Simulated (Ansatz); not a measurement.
# 3-layer 2H-MoS2 (2H stacking) in a perpendicular field

What dipole does a perpendicular field induce in the 3-layer 2H-MoS2 (2H stacking), and does the gap follow? A positive field points along +c.

Program: Ansatz 0.2.0. Level of theory: plane-wave DFT, PBE-D3(BJ), Ansatz PAW. Results are calculated unless marked as measured.

This is a report of a sequence of runs, with most program output left out.

## Step 1: Starting point

The cell holds 9 atoms: 6 S and 3 Mo. Cell: a = 3.180 Å, b = 3.180 Å, c = 62.588 Å, α = 90.0°, β = 90.0°, γ = 120.0°. Regions: layer 1: 2H-MoS2, 3 atoms (2 S and 1 Mo); layer 2: 2H-MoS2, 3 atoms (2 S and 1 Mo); layer 3: 2H-MoS2, 3 atoms (2 S and 1 Mo). Vacuum lies along c.

## Step 2: Relaxing the slab

The starting cell is a guess, so the in-plane lattice and the atoms are relaxed first, with the slab cut off from its images along the normal.

Input file input.yaml:

```yaml
crystal:
  lattice:
    - [3.18, 0.0, 0.0]
    - [-1.59, 2.753960784, 0.0]
    - [0.0, 0.0, 62.587793216]
  atoms:
    - { symbol: S, position: [0.3333333333, 0.6666666667, 0.3738748212] }
    - { symbol: Mo, position: [0.0, 0.0, 0.399938991] }
    - { symbol: S, position: [0.3333333333, 0.6666666667, 0.4260031608] }
    - { symbol: S, position: [0.0, 0.0, 0.4739358302] }
    - { symbol: Mo, position: [0.3333333333, 0.6666666667, 0.5] }
    - { symbol: S, position: [0.0, 0.0, 0.5260641698] }
    - { symbol: S, position: [0.3333333333, 0.6666666667, 0.5739968392] }
    - { symbol: Mo, position: [0.0, 0.0, 0.600061009] }
    - { symbol: S, position: [0.3333333333, 0.6666666667, 0.6261251788] }
  periodic: [true, true, false]
kpoints:
  mp_grid: { grid: [12, 12, 1] }
hamiltonian:
  xc: pbe
  dispersion: d3bj
scf:
  occupations: { method: fermi_dirac, width: 0.05 }
  convergence: { dr2_threshold: 1.0e-09 }
relax:
  f_tol: 0.004
  max_steps: 90
  cell: {}
output:
  write_potential: true
  write_density: true
  volumetric_format: npy
```

The run is started by

```console
ansatz run input.yaml --threads 4 --pin off --max-ram 8192MiB --backend cpu --events-out ev --progress --plain --runs-dir out
```

The job ended after 4.2 min (4 threads of Intel Xeon at 2.50GHz (Skylake/Cascade Lake), shared host; peak memory 1.2 GiB; 12 min of CPU time).

Step by step:

```
step  energy less that of the first step (eV)  largest force component (eV/Å)  volume (Å³)
   1                                   0.0000                          1.2538       548.12
   2                                  -0.2071                          0.8224       545.41
   3                                  -0.3191                          0.1125       535.58
   4                                  -0.3219                          0.0072       538.27
   5                                  -0.3220                          0.0037       538.16
  6*                                  -0.3217                          0.0037       538.16
```

Relaxation steps marked * repeat the geometry before them on a plane-wave basis chosen anew for their cell, so energy and pressure can jump there.

Forces are held to the 12 operations that the run works with; a distortion that breaks them can't arise in this run.

```
cell as run  before  after  change
      a (Å)   3.180  3.151  -0.9 %
      b (Å)   3.180  3.151  -0.9 %
```

The atoms that moved most (Å, along periodic axes as changes of fractional coordinates times the final cell, across vacuum about the mean position):

```
atom     dx     dy      dz  length
  S9  0.000  0.000  -0.271   0.271
  S1  0.000  0.000   0.271   0.271
 Mo8  0.000  0.000  -0.208   0.208
 Mo2  0.000  0.000   0.208   0.208
  S7  0.000  0.000  -0.143   0.143
  S3  0.000  0.000   0.143   0.143
  S4  0.000  0.000   0.066   0.066
  S6  0.000  0.000  -0.066   0.066
```

The lattice constant a goes from 3.180 to 3.151 Å.

## Step 3: Atoms held, field 0, start network

A sawtooth potential applies the field, turning back in the middle of the vacuum. With the dipole correction the typed value is the field outside the slab. The induced dipole is small, so the SCF threshold is tight.

The cell differs from the one that the last finished run ended in (c 62.588 → 33.245 Å).

Input file input.yaml:

```yaml
crystal:
  lattice:
    - [3.1509790922, 0.0, 0.0]
    - [-1.5754895461, 2.7288279406, 0.0]
    - [0.0, 0.0, 33.245149781]
  atoms:
    - { symbol: S, position: [0.3333333333, 0.6666666667, 0.2707161814] }
    - { symbol: Mo, position: [0.0, 0.0, 0.3178737609] }
    - { symbol: S, position: [0.3333333333, 0.6666666667, 0.3649800348] }
    - { symbol: S, position: [0.0, 0.0, 0.4529159806] }
    - { symbol: Mo, position: [0.3333333333, 0.6666666667, 0.5] }
    - { symbol: S, position: [0.0, 0.0, 0.5470840194] }
    - { symbol: S, position: [0.3333333333, 0.6666666667, 0.6350199652] }
    - { symbol: Mo, position: [0.0, 0.0, 0.6821262391] }
    - { symbol: S, position: [0.3333333333, 0.6666666667, 0.7292838186] }
kpoints:
  mp_grid: { grid: [18, 18, 1] }
  band_path:
    path: [[0, 0, 0], [0.5, 0, 0], [0.33333333, 0.33333333, 0], [0, 0, 0]]
    npoints: 16
hamiltonian:
  xc: pbe
  dispersion: d3bj
scf:
  occupations: { method: fermi_dirac, width: 0.02585 }
  convergence: { dr2_threshold: 1.0e-10 }
efield:
  axis: 3
  dipole_correction: true
  ramp_position: 0.97
  ramp_width: 0.06
  amplitude: 0
output:
  dos: { projected: true, e_range: [-6, 5] }
  write_potential: true
  write_density: true
  volumetric_format: npy
  elf: true
```

It took 58 s on 4 threads; peak memory 1 GiB.

This step gave:

- gap on the k-mesh: 1.007 eV
- dipole along the normal: -3.09e-6 e·Å
- gap along the path: 1.007 eV
- smallest direct gap along the path: 1.721 eV
- ionisation energy, upper face: 5.302 eV
- electron affinity, upper face: 4.295 eV
- gap, the smaller of path and mesh: 1.007 eV

Running mean over a fixed 2.5 Å (it still follows the layers) of the planar mean; the ramp of the sawtooth is left out. The electron's electrostatic potential energy less the Fermi level by z:

```
z (Å)  electron's electrostatic potential energy less the Fermi level (eV)
    4                                                                 4.82
    5                                                                 4.82
    6                                                                 4.80
    7                                                                 4.18
    8                                                               -0.382
    9                                                                -6.12
   10                                                                -12.3
   11                                                                -12.3
   12                                                                -7.31
   13                                                                -1.64
   14                                                                -1.06
   15                                                                -5.74
   16                                                                -12.3
   17                                                                -12.3
   18                                                                -7.80
   19                                                                -1.85
   20                                                               -0.938
   21                                                                -5.32
   22                                                                -12.2
   23                                                                -12.3
   24                                                                -8.25
   25                                                                -1.68
   26                                                                 3.48
   27                                                                 4.76
   28                                                                 4.82
   29                                                                 4.82
```

The density of states has structure finer than the step of the table below, so its rows give means over 0.2 eV, whole bins alone (the curve runs from -6 to 1.53 eV). Peaks (eV: height): -4.26: 17.3, -4.15: 16.2, -3.11: 15.1, -3.05: 17.3, -1.89: 18.9, 1.25: 19.9, 1.33: 13.8.

Density of states against energy, zero at the Fermi level of the run, which the smearing sets inside the gap; means over each step:

```
energy (eV)  density of states (states/eV a cell)
       -5.8                                  3.64
       -5.6                                  2.39
       -5.4                                  4.47
       -5.2                                  7.12
       -5.0                                  9.81
       -4.8                                  9.40
       -4.6                                  6.37
       -4.4                                  6.83
       -4.2                                  13.0
       -4.0                                  7.32
       -3.8                                  4.79
       -3.6                                  5.00
       -3.4                                  5.33
       -3.2                                  7.42
       -3.0                                  12.9
       -2.8                                  9.11
       -2.6                                  7.04
       -2.4                                  7.54
       -2.2                                  5.35
       -2.0                                  6.57
       -1.8                                  11.0
       -1.6                                  7.01
       -1.4                                  4.77
       -1.2                                  2.10
       -1.0                                 0.772
       -0.8                                 0.506
       -0.6                                 0.247
       -0.4                                0.0109
       -0.2                                     0
        0.0                                     0
        0.2                                     0
        0.4                                     0
        0.6                                  1.36
        0.8                                  4.86
        1.0                                  7.43
        1.2                                  13.3
        1.4                                  11.3
```

Projected DOS per atom over height of the atomic layer and energy from the Fermi level. Layers: S Mo S S Mo S S Mo S from below.

Ten even steps from '_' (0.00 states/eV) to '@' (2.81 states/eV), each cell a mean:
```
--@@::::@@::::@@--
..##....**....##..
__..____::____..__
__________________
__________________
__________________
__________________
__________________
__--____--____--__
::**..::**::..**::
::--::..--..::--::
--..----..----..--
--::----::----::--
==--==========--==
..::....::....::..
..::....::....::..
--====--==--====--
--::::::--::::::--
------------------
--::----::----::--
..................
::..............::
```
Columns: height of the atomic layer (Å) from 9 to 24.2 (not evenly spaced); rows upwards: energy from the Fermi level (eV) from -5.96 to 1.51.

Electronic bands along the path, in eV, zero at the Fermi level of the run, which the smearing sets inside the gap:

```
  point  band 36  band 37  band 38  band 39  band 40  band 41  band 42  band 43
      Γ    -2.13    -1.44    -0.81    -0.48     1.71     1.71     1.73     1.73
halfway    -2.19    -1.91    -1.83    -1.82     0.87     1.11     1.21     1.31
      M    -1.94    -1.82    -1.76    -1.72     1.23     1.26     1.27     1.65
halfway    -2.84    -1.49    -1.40    -1.34     1.09     1.14     1.18     1.92
      K    -3.18    -1.19    -1.11    -1.04     0.68     0.69     0.69     1.48
halfway    -2.09    -1.92    -1.90    -1.90     0.53     0.81     1.11     1.35
      Γ    -2.13    -1.44    -0.81    -0.48     1.71     1.71     1.73     1.73
```

Valence density in the ca plane at fractional y = 0.667, with atoms of S and Mo within 0.2 Å of it. It is the smooth field of the valence electrons, not physical close to the nuclei.

Ten steps, logarithmic in the rise over the least value, from '0' (0.0 e/Å³) to '9' (6.4 e/Å³), each cell a mean:
```
00000000000000000112333455433221112344443334
00000000000000000012233455433221112344433334
00000000000000000134444444444432112344444544
00000000000000001345665433456654211233468875
00000000000000001456455433565565211123589996
00000000000000002456455433565565311123589997
00000000000000001356665433456654211223468875
00000000000000000134444444445442112344445554
```
Columns run along c (16.0 Å, from fractional 0.05 to 0.53 of the cell), rows up along a (3.2 Å). Atoms in or near the plane, at fractional coordinates: S at (0.27, 0.33), S at (0.36, 0.33), Mo at (0.50, 0.33).

ELF in the ca plane at fractional y = 0.667, with atoms of S and Mo within 0.2 Å of it. It is the smooth field of the valence electrons, not physical close to the nuclei.

Values, 5 rows by 16 columns, each cell a mean:
```
0.00 0.00 0.00 0.00 0.00 0.01 0.10 0.26 0.24 0.24 0.26 0.08 0.48 0.75 0.41 0.40
0.00 0.00 0.00 0.00 0.00 0.10 0.46 0.62 0.30 0.30 0.62 0.34 0.33 0.66 0.33 0.32
0.00 0.00 0.00 0.00 0.03 0.43 0.88 0.59 0.49 0.49 0.59 0.76 0.09 0.26 0.53 0.54
0.00 0.00 0.00 0.00 0.04 0.50 0.90 0.40 0.50 0.50 0.40 0.82 0.08 0.19 0.57 0.58
0.00 0.00 0.00 0.00 0.01 0.21 0.70 0.77 0.38 0.38 0.77 0.54 0.22 0.53 0.37 0.37
```
Columns run along c (16.0 Å, from fractional 0.05 to 0.53 of the cell), rows up along a (3.2 Å). Atoms in or near the plane, at fractional coordinates: S at (0.27, 0.33), S at (0.36, 0.33), Mo at (0.50, 0.33).

Electrostatic potential energy in the ca plane at fractional y = 0.667, with atoms of S and Mo within 0.2 Å of it. With pseudopotentials it is smooth inside the atoms' cores, unlike the true potential.

Values in eV, 5 rows by 16 columns, each cell a mean:
```
  9   9   9   9   9   9   8   5  -7  -8   5   8   6  -3   2   2
  9   9   9   9   9   9   6  -1  -3  -3  -1   6   7   1  -5  -5
  9   9   9   9   9   9  -3 -29  -3  -3 -29  -3   8   4 -29 -30
  9   9   9   9   9   9  -6 -31  -5  -5 -31  -7   8   4 -33 -34
  9   9   9   9   9   9   4 -11  -2  -2 -11   4   7   3 -14 -14
```
Columns run along c (16.0 Å, from fractional 0.05 to 0.53 of the cell; values clipped at the 3rd and 97th percentile), rows up along a (3.2 Å). Atoms in or near the plane, at fractional coordinates: S at (0.27, 0.33), S at (0.36, 0.33), Mo at (0.50, 0.33).

The gap is 1.01 eV, with the valence edge 5.30 eV and the conduction edge 4.30 eV under the upper vacuum level.

## Step 4: Atoms held, field 0.1 V/Å

input.yaml: that of step 3 with these lines changed.

```diff
@@ -29,7 +29,6 @@
   dipole_correction: true
-  ramp_position: 0.97
-  ramp_width: 0.06
-  amplitude: 0
+  ramp_position: 0.9624
+  ramp_width: 0.0752
+  amplitude: 0.1
 output:
-  dos: { projected: true, e_range: [-6, 5] }
   write_potential: true
@@ -37,2 +36 @@
   volumetric_format: npy
-  elf: true
```

The job ended after 59 s (4 threads; peak memory 0.93 GiB).

The dipole is 0.0737 e·Å, and the gap 0.988 eV.

## Step 5: Single point, field -0.1 V/Å

input.yaml: that of step 4 with these lines changed.

```diff
@@ -31,3 +31,3 @@
   ramp_width: 0.0752
-  amplitude: 0.1
+  amplitude: -0.1
 output:
```

Wall time 63 s (4 threads); peak memory 0.93 GiB; 3.1 min of CPU time.

The dipole is -0.0737 e·Å, and the gap 0.988 eV.

## Step 6: Single point, field 0.2 V/Å

input.yaml: that of step 5 with these lines changed.

```diff
@@ -31,3 +31,3 @@
   ramp_width: 0.0752
-  amplitude: -0.1
+  amplitude: 0.2
 output:
```

Elapsed: 62 s, on 4 threads; peak memory 0.93 GiB.

The dipole is 0.147 e·Å, and the gap 0.932 eV.

## Step 7: Atoms held, field 0.3 V/Å

input.yaml: that of step 6 with these lines changed.

```diff
@@ -29,5 +29,5 @@
   dipole_correction: true
-  ramp_position: 0.9624
-  ramp_width: 0.0752
-  amplitude: 0.2
+  ramp_position: 0.9602
+  ramp_width: 0.0795
+  amplitude: 0.3
 output:
```

Elapsed: 62 s, on 4 threads; peak memory 0.94 GiB; 3.1 min of CPU time.

The dipole is 0.221 e·Å, and the gap 0.846 eV.

## Step 8: Response, atoms held

This step: plane-wave DFT, PBE-D3(BJ), Ansatz PAW; response to a field along the normal, atoms held (Ansatz 0.2.0).

The dipoles give the slope, and the difference of two potentials shows where the field is screened.

This step gave:

* equivalent conductor thickness p/(ε₀AE): 15.52 Å
* distance between the outer atoms: 15.25 Å

Dipole of the cell against applied field:

```
applied field (V/Å)  dipole of the cell (e·Å)
             -0.100                   -0.0737
              0.000                   -3.1e-6
              0.100                    0.0737
              0.200                     0.147
              0.300                     0.221
```

Local field over the applied field, running mean. From the potentials at -0.1 and 0.1 V/Å; running mean over 2.8 Å. Local field over applied field against z:

```
z (Å)  local field over applied field
    5                           0.996
    6                           0.965
    7                           0.802
    8                           0.493
    9                           0.194
   10                          0.0555
   11                          0.0456
   12                           0.123
   13                           0.239
   14                           0.250
   15                           0.148
   16                          0.0514
   17                          0.0414
   18                           0.116
   19                           0.235
   20                           0.252
   21                           0.156
   22                          0.0564
   23                          0.0442
   24                           0.142
   25                           0.412
   26                           0.733
   27                           0.943
   28                           0.993
```

The induced electron density oscillates, so the rows of the table below give means over windows of 3.1 Å about each position, cut where the curve ends. Its maxima inside the range that stand out by 2 % of the span (Å: e/Å³ per V/Å): 8.0: 0.00363, 9.2: 0.00107, 11.2: 3.5e-4, 14.2: 0.00208, 17.3: 3.3e-4, 20.2: 0.00208, 23.3: 4.8e-4, 24.4: -8.8e-4. Its minima: 8.9: 8.8e-4, 9.9: -4.8e-4, 13.0: -0.00208, 16.0: -3.3e-4, 19.1: -0.00208, 22.0: -3.5e-4, 24.1: -0.00107, 25.3: -0.00363.

Electrons, planar mean, per unit field. Table of induced electron density by z; means over each step:

z (Å), induced electron density (e/Å³ per V/Å) and a bar from the least value:
```
     5.69    0.00025 #################
     8.79    0.00143 ##############################
    11.89   -0.00064 ########
    14.99    0.00065 ######################
    18.09   -0.00067 #######
    21.19    0.00066 ######################
    24.29   -0.00133 
    27.39   -0.00035 ###########
```

The smaller of the gaps on the path and on the k-mesh, counted as 0 under 0.03 eV. The gap by applied field:

```
applied field (V/Å)  gap (eV)
             -0.100     0.988
              0.000      1.01
              0.100     0.988
              0.200     0.932
              0.300     0.847
```

By hand: between -0.1 and 0.1 V/Å the dipole changes by 0.1475 e·Å, a slope of 0.7374 e·Å²/V. A perfect conductor of thickness t has p = ε₀AEt, so t = 180.95 × 0.7374 / 8.598 = 15.52 Å (e/ε₀ = 180.95 V·Å, A in Å²).

The induced dipole is that of a conductor 15.52 Å thick.

## Step 9: Outcome

```
gap without field                          : 1.01 eV
ionisation energy, upper face              : 5.30 eV
electron affinity, upper face              : 4.30 eV
equivalent conductor thickness, atoms held : 15.5 Å
```

**Reading.** The induced dipole equals that of a perfect conductor 15.52 Å thick, while the outer atoms lie 15.25 Å apart; an out-of-plane ε follows only once a thickness t is chosen, by 1 − 1/ε = 15.52 Å / t. The gap goes from 1.01 eV to 0.85 eV at 0.3 V/Å. Semilocal functionals give gaps that are too small, and excitons are not included. Spin-orbit coupling is left out, which matters for the bands of elements this heavy.

[Logs are printed without paths, hosts, clocks, repeated set-up lines and the standing remarks that a program may print on its own settings, such as how far it seeks lower states.]

[Hosts, paths, dates, database ids (printed as entryN), source tags and the programs' standing remarks are cut or masked in the printed files.]

[Maps of the electrostatic potential energy from Ansatz leave out the sawtooth potential of an applied field or a dipole correction, so their vacuum need not be flat; planar profiles and work functions include it.]

[The density of states shown here was stored with 400 of the rows of the run's finer table, so its peaks can read low, often by over a quarter, or be missed, and its means over a window can be off by a tenth or more.]
